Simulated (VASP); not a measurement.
Write the native input for VASP 6.6.1 that does the following.

* Task: relaxation of cell and atoms
* Functional: rev-vdW-DF2
* Potentials or basis: VASP PAW PBE potentials, release 64 (Si, C)
* Cutoff: 600 eV
* k mesh: 10 × 10 × 10
* Occupations: fermi-dirac, width 0.05 eV
* Spin: no spin polarisation
* Further INCAR settings: ALGO = Normal; EDIFF = 1e-06; IBRION = 2; EDIFFG = -0.01; NSW = 60; ISIF = 3

The structure of SiC (Moissanite 3C) lies in POSCAR:

```
SiC
1.0
    0.0000000000      2.1790000000      2.1790000000
    2.1790000000      0.0000000000      2.1790000000
    2.1790000000      2.1790000000      0.0000000000
Si C
1 1
Direct
    0.0000000000      0.0000000000      0.0000000000
    0.7500000000      0.7500000000      0.7500000000
```

One way to write it, as run:

INCAR

```
SYSTEM = SiC
PREC = Accurate ; ENCUT = 600
EDIFF = 1E-6 ; ISMEAR = -1
SIGMA = 0.05 ; LREAL = .FALSE.
LASPH = .TRUE. ; NELM = 60
ALGO = Normal ; ISIF = 3
LWAVE = .FALSE. ; LCHARG = .FALSE.
GGA = MK ; LUSE_VDW = .TRUE.
AGGAC = 0.0 ; PARAM1 = 0.1234
PARAM2 = 0.711357 ; ZAB_VDW = -1.8867
IBRION = 2 ; NSW = 60
EDIFFG = -0.01
```

KPOINTS

```
regular mesh
0
G
  10 10 10
  0 0 0
```

Potentials or basis: VASP PAW PBE potentials, release 64 (Si, C).

Launch:

```sh
$ cat potpaw_PBE.64/Si/POTCAR potpaw_PBE.64/C/POTCAR > POTCAR
$ mpirun -np 1 vasp_std > vasp.out
```

It gave:

```json
{
  "Relaxed volume": "10.44 Å³/atom",
  "Relaxed cell": "a = 3.091 Å, b = 3.091 Å, c = 3.091 Å, α = 60.00°, β = 60.00°, γ = 60.00°",
  "Space group after relaxing (to 0.05 Å)": "F-43m (No. 216)",
  "Energy gained by relaxing": "0.6 meV/atom",
  "Ionic steps": "3",
  "Pressure after relaxing": "0.0 GPa",
  "Band gap on the k mesh": "1.40 eV, indirect (least direct gap 4.57 eV)"
}
```

Caveat: the PAW data sets were made with another functional, which shifts forces and pressure a little.

It took 53 s on 1 thread of Intel(R) Xeon(R) 6975P-C (Granite Rapids), with other jobs on the host, peak memory 0.32 GiB.
